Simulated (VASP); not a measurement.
Ca in VASP: convergence with ENCUT

Input of the first run (ENCUT 200 eV); the others differ in this setting and in those tied to it:

File INCAR:

```
  PREC = Accurate
  ENCUT = 200
  EDIFF = 1E-6
  ISMEAR = 1
  SIGMA = 0.1
  LREAL = False
  LASPH = True
  NELM = 100
  ALGO = Normal
  ISIF = 2
  LWAVE = False
  LCHARG = False
  GGA = PE
  NBANDS = 10
```

File KPOINTS:

```
Automatic mesh
0
Gamma
  7 7 7
```

File POSCAR:

```
Ca
1.0
   -2.0727630000      2.1356040000      2.5413950000
    2.0646620000     -2.0745720000      2.4819940000
    2.0419200000      2.0438060000     -2.4889390000
Ca
1
Direct
    0.5075120000      0.5005860000      0.0048550000
```

Potentials or basis: VASP PAW PBE potentials, release 64 (Ca_pv).

Launch:

```sh
$ cat potpaw_PBE.64/Ca_pv/POTCAR > POTCAR
$ mpirun -np 1 vasp_std > vasp.out
```

The cell isn't the ideal one: cell strained at random at fixed volume.

This isn't the form of Ca at room conditions, which is fcc.

Hardware: 1 thread of AMD EPYC 9R45 (Zen 5) (shared host).

The values tried are 200 eV, 250 eV, 300 eV, 350 eV, 400 eV, 450 eV, 500 eV, 600 eV, 800 eV, loosest first. From which on does the energy stay within 1 meV/atom of the tightest run that finished?

From 250 eV on.

| ENCUT | energy less the tightest run, at zero smearing (meV/atom) | pressure (GPa) | SCF cycles | CPU time (s) | peak memory (GiB) |
| --- | --- | --- | --- | --- | --- |
| 200 eV | 2.12 | -0.48 | 11 | 8.3 | 0.1 |
| 250 eV | 0.30 | -0.40 | 12 | 11 | 0.11 |
| 300 eV | 0.28 | -0.40 | 12 | 16 | 0.13 |
| 350 eV | 0.17 | -0.40 | 12 | 17 | 0.13 |
| 400 eV | 0.09 | -0.39 | 12 | 27 | 0.16 |
| 450 eV | 0.09 | -0.40 | 12 | 27 | 0.17 |
| 500 eV | 0.06 | -0.39 | 12 | 29 | 0.18 |
| 600 eV | 0.03 | -0.39 | 12 | 36 | 0.21 |
| 800 eV | 0.00 | -0.39 | 12 | 60 | 0.28 |

Against the tightest run, the pressure stays within 0.1 GPa from 200 eV on. The tightest run that finished is the yardstick and may itself not be fully converged.
